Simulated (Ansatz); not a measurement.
The system is InPd.

```xyz
2
Lattice="0.0000 2.7461 2.7461 2.7461 0.0000 2.7461 2.7461 2.7461 0.0000" Properties=species:S:1:pos:R:3 pbc="T T T"
In    0.0000    0.0000    0.0000
Pd    2.7461    2.7461    2.7461
```

The cell was built by a generator and needn't be a form met in nature.

```yaml
Program: Ansatz 0.2.0
Task: relaxation of cell and atoms
Functional: BLYP
Potentials_or_basis: Ansatz PAW
Cutoff: "420 eV (not typed: the program's choice for these potentials)"
k_mesh: 8 × 8 × 8
Occupations: fermi-dirac, width 0.05 eV
Spin: no spin polarisation
```

At the start: volume 20.71 Å³/atom.

**Question.** Where does the relaxation end?

**Answer.** It ends after 5 steps and the volume is 22.29 Å³/atom (+7.6 %); space group Fm-3m (No. 225, to 0.05 Å).

Step by step:
```
step  energy change (eV)  largest force (eV/Å)  volume (Å³)
   1              0.0000                0.0000        41.42
   2             -0.0353                0.0000        46.47
   3             -0.0502                0.0000        44.85
   4             -0.0506                0.0000        44.58
   5             -0.0513                0.0000        44.58
```

Final structure:
```
In Pd
1.0
     0.00000    2.81420    2.81420
     2.81420    0.00000    2.81420
     2.81420    2.81420    0.00000
In Pd
1 1
Cartesian
  0.0000 0.0000 0.0000
  2.8142 2.8142 2.8142
```

Caveat: the plane-wave basis is chosen anew once the cell has moved, so the energies of steps on either side of that aren't comparable; the PAW data sets come from PBE, with cores solved anew for the run's functional, which leaves a small shift of forces and pressure.
